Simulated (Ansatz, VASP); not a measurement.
MgO in VASP and in Ansatz

Contents of INCAR:

```
PREC = Accurate
ENCUT = 520
EDIFF = 1E-6
ISMEAR = 0
SIGMA = 0.02
LREAL = F
LASPH = T
NELM = 80
ALGO = Normal
ISIF = 2
LWAVE = F
LCHARG = F
GGA = PS
NBANDS = 11
```

Contents of KPOINTS:

```
regular mesh
0
Gamma
  10 10 10
```

File POSCAR:

```
MgO
1.0
   -0.0430446240      2.1758032560      2.2461350970
    2.1758032560     -0.0430446240      2.2461350970
    2.0480358800      2.0480358800      0.0847227520
Mg O
1 1
Direct
   -0.0198704573      0.0198704573      0.0000000000
    0.5198704573      0.4801295427      0.5000000000
```

Input for Ansatz:

```yaml
crystal:
  lattice:
    - [-0.043044624, 2.175803256, 2.246135097]
    - [2.175803256, -0.043044624, 2.246135097]
    - [2.04803588, 2.04803588, 0.084722752]
  atoms:
    - { symbol: Mg, position: [-0.0198704573, 0.0198704573, 0.0] }
    - { symbol: O, position: [0.5198704573, 0.4801295427, 0.5] }
basis:
  ecutwfc: 420
kpoints:
  mp_grid: { grid: [10, 10, 10] }
hamiltonian:
  xc: pbesol
scf:
  occupations: { method: gaussian, width: 0.02 }
output:
  forces: true
  stress: true
  eigenvalues: true
  populations: true
```

Alike in both runs: task single point; functional PBEsol; k mesh 10 × 10 × 10; occupations gaussian, width 0.02 eV; no spin polarisation.

|  | VASP | Ansatz |
| --- | --- | --- |
| version | VASP 6.6.1 | Ansatz 0.2.0 |
| potentials or method | VASP PAW PBE potentials, release 64 (Mg, O) | scalar-relativistic, plane waves, PAW |
| plane-wave cutoff (eV) | 520 | 420 |
| valence electrons in the cell | 8 | 16 |

```csv
,VASP,Ansatz,Ansatz less VASP
gap on the k mesh at the Fermi level (eV),3.55,3.55,+0.004
least direct gap on the mesh (eV),3.55,3.55,+0.004
pressure (GPa),-7.9,-7.4,+0.44
largest component of the traceless stress (GPa),11.07,10.99,-0.085
rms of the force components (eV/Å),0.333,0.330,-0.0035
```

Atom by atom the forces differ by 0.004 eV/Å (rms over components). The two sets of potentials don't hold the same shells in valence.

Caveats: the PAW data sets were made with another functional, which shifts forces and pressure a little (VASP).
